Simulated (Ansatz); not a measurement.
A calculation with Ansatz 0.2.0 of V (native input, structure typed inline):

The input input.yaml:

```yaml
crystal:
  lattice:
    - [-1.51435, 1.51435, 1.51435]
    - [1.51435, -1.51435, 1.51435]
    - [1.51435, 1.51435, -1.51435]
  atoms:
    - { symbol: V, position: [0.0, 0.0, 0.0], spin: 2.0 }
hamiltonian:
  xc: pbesol
  pseudopotentials: { kind: paw, partial_waves: polarizable }
  dispersion: d4
  hubbard: { sites: [{ species: V, l: d, u_eff: 7.0 }], double_counting: fll }
magnetization:
  spin_polarized: true
kpoints:
  mp_grid: { grid: [12, 12, 12] }
scf:
  occupations: { method: gaussian, width: 0.05 }
output:
  forces: true
  stress: true
  eigenvalues: true
  xc_energy_on_converged_density: [lda, pbe, rpbe, revpbe, blyp, r2scan]
```

Potentials or basis: Ansatz PAW polarizable.

Command:

```console
$ ansatz run input.yaml --threads 2 --pin off --max-ram 5120MiB --backend cpu --events-out ev --progress --plain --runs-dir out
```

Question: Write the same calculation in another form: ASE script, structure from a CIF.

Answer: As run:

Contents of run.py:

```python
import json

import ase.io
import numpy as np
import spglib

import ansatz as az

atoms = ase.io.read("V.cif")
cell, frac, numbers = spglib.find_primitive((atoms.cell[:], atoms.get_scaled_positions(), atoms.numbers), symprec=1e-5)
atoms = ase.Atoms(numbers, cell=cell, scaled_positions=frac, pbc=True)
atoms.set_initial_magnetic_moments([2.0])

calculation = (
    az.Crystal.from_ase(atoms)
    .calculation()
    .kpoints(12, 12, 12)
    .functional("pbesol", dispersion="d4")
    .pseudopotentials(kind="paw", partial_waves="polarizable")
    .hubbard(double_counting="fll")
    .hubbard("V", "d", u_eff=7.0)
    .spin("collinear")
    .occupations(method="gaussian", width=0.05)
    .xc_energy_on_converged_density(("lda", "pbe", "rpbe", "revpbe", "blyp", "r2scan"))
    .forces()
    .stress()
    .band_table(publish=True)
)
outcome = calculation.run(threads=2, events_out="events.jsonl")

report = outcome.report
for line in open("events.jsonl"):
    event = json.loads(line)
    if event["event"] == "scf_iter":
        d = event["data"]
        print(f"SCF {d['iter']:3d}  HF = {d['harris_foulkes_ev']:.6f} eV  dr2 = {d['dr2_ev']:.2e} eV")
    elif event["event"] in ("relax_step", "md_step"):
        d = event["data"]
        print(f"{event['event']} {d['step']:3d}  E = {d['lagrangian_ev']:.6f} eV")
np.set_printoptions(precision=5, suppress=True, linewidth=110)
print("converged:", report["converged"], "after", report["n_iterations"], "iterations")
print(f"free energy {report['free_energy_ev']:.6f} eV, Fermi level {report['fermi_energy_ev']:.4f} eV")
for key in ("band_edges_ev", "magnetization_mub", "site_moments_mub", "site_moments_nc_mub", "forces_ev_ang",
                "stress_gpa"):
    if report.get(key) is not None:
        print(key, np.array(report[key]), sep="\n")
```

Contents of V.cif:

```cif
data_V
_cell_length_a 3.02870000
_cell_length_b 3.02870000
_cell_length_c 3.02870000
_cell_angle_alpha 90.00000000
_cell_angle_beta 90.00000000
_cell_angle_gamma 90.00000000
_space_group_name_H-M_alt 'Im-3m'
_space_group_name_Hall '-I 4 2 3'
_space_group_IT_number 229
loop_
_space_group_symop_operation_xyz
'x,y,z'
'-x,-y,-z'
'-y,x,z'
'y,-x,-z'
'-x,-y,z'
'x,y,-z'
'y,-x,z'
'-y,x,-z'
'x,-y,-z'
'-x,y,z'
'-y,-x,-z'
'y,x,z'
'-x,y,-z'
'x,-y,z'
'y,x,-z'
'-y,-x,z'
'z,x,y'
'-z,-x,-y'
'z,-y,x'
'-z,y,-x'
'z,-x,-y'
'-z,x,y'
'z,y,-x'
'-z,-y,x'
'-z,x,-y'
'z,-x,y'
'-z,-y,-x'
'z,y,x'
'-z,-x,y'
'z,x,-y'
'-z,y,x'
'z,-y,-x'
'y,z,x'
'-y,-z,-x'
'x,z,-y'
'-x,-z,y'
'-y,z,-x'
'y,-z,x'
'-x,z,y'
'x,-z,-y'
'-y,-z,x'
'y,z,-x'
'-x,-z,-y'
'x,z,y'
'y,-z,-x'
'-y,z,x'
'x,-z,y'
'-x,z,-y'
'x+1/2,y+1/2,z+1/2'
'-x+1/2,-y+1/2,-z+1/2'
'-y+1/2,x+1/2,z+1/2'
'y+1/2,-x+1/2,-z+1/2'
'-x+1/2,-y+1/2,z+1/2'
'x+1/2,y+1/2,-z+1/2'
'y+1/2,-x+1/2,z+1/2'
'-y+1/2,x+1/2,-z+1/2'
'x+1/2,-y+1/2,-z+1/2'
'-x+1/2,y+1/2,z+1/2'
'-y+1/2,-x+1/2,-z+1/2'
'y+1/2,x+1/2,z+1/2'
'-x+1/2,y+1/2,-z+1/2'
'x+1/2,-y+1/2,z+1/2'
'y+1/2,x+1/2,-z+1/2'
'-y+1/2,-x+1/2,z+1/2'
'z+1/2,x+1/2,y+1/2'
'-z+1/2,-x+1/2,-y+1/2'
'z+1/2,-y+1/2,x+1/2'
'-z+1/2,y+1/2,-x+1/2'
'z+1/2,-x+1/2,-y+1/2'
'-z+1/2,x+1/2,y+1/2'
'z+1/2,y+1/2,-x+1/2'
'-z+1/2,-y+1/2,x+1/2'
'-z+1/2,x+1/2,-y+1/2'
'z+1/2,-x+1/2,y+1/2'
'-z+1/2,-y+1/2,-x+1/2'
'z+1/2,y+1/2,x+1/2'
'-z+1/2,-x+1/2,y+1/2'
'z+1/2,x+1/2,-y+1/2'
'-z+1/2,y+1/2,x+1/2'
'z+1/2,-y+1/2,-x+1/2'
'y+1/2,z+1/2,x+1/2'
'-y+1/2,-z+1/2,-x+1/2'
'x+1/2,z+1/2,-y+1/2'
'-x+1/2,-z+1/2,y+1/2'
'-y+1/2,z+1/2,-x+1/2'
'y+1/2,-z+1/2,x+1/2'
'-x+1/2,z+1/2,y+1/2'
'x+1/2,-z+1/2,-y+1/2'
'-y+1/2,-z+1/2,x+1/2'
'y+1/2,z+1/2,-x+1/2'
'-x+1/2,-z+1/2,-y+1/2'
'x+1/2,z+1/2,y+1/2'
'y+1/2,-z+1/2,-x+1/2'
'-y+1/2,z+1/2,x+1/2'
'x+1/2,-z+1/2,y+1/2'
'-x+1/2,z+1/2,-y+1/2'
loop_
_atom_site_label
_atom_site_type_symbol
_atom_site_symmetry_multiplicity
_atom_site_Wyckoff_symbol
_atom_site_fract_x
_atom_site_fract_y
_atom_site_fract_z
_atom_site_occupancy
V1 V 2 a 0.0000000000 0.0000000000 0.0000000000 1
```

Potentials or basis: Ansatz PAW polarizable.

Command:

```bash
$ python run.py
```

Both were run:

|  | native input, structure typed inline | ASE script, structure from a CIF |
| --- | --- | --- |
| Pressure | 61.2 GPa | 61.2 GPa |
| Band gap on the k mesh | none (metal or under the smearing width) | none (metal or under the smearing width) |
| Net moment | 2.78 μB per cell | 2.78 μB per cell |
| Absolute moment | 2.78 μB per cell | 2.78 μB per cell |
| Site moments | V +2.40 μB | V +2.40 μB |

Keys that steer only the numerical path or the files written may differ.

Caveat: the magnetic or orbital state may not be the lowest; a pressure of tens of GPa on the cell as given is suspect, and the run, the potentials or the cell itself is likely at fault; pairwise dispersion overbinds metals, which lowers pressure and volume; the U is typed as a test and isn't derived for this compound.
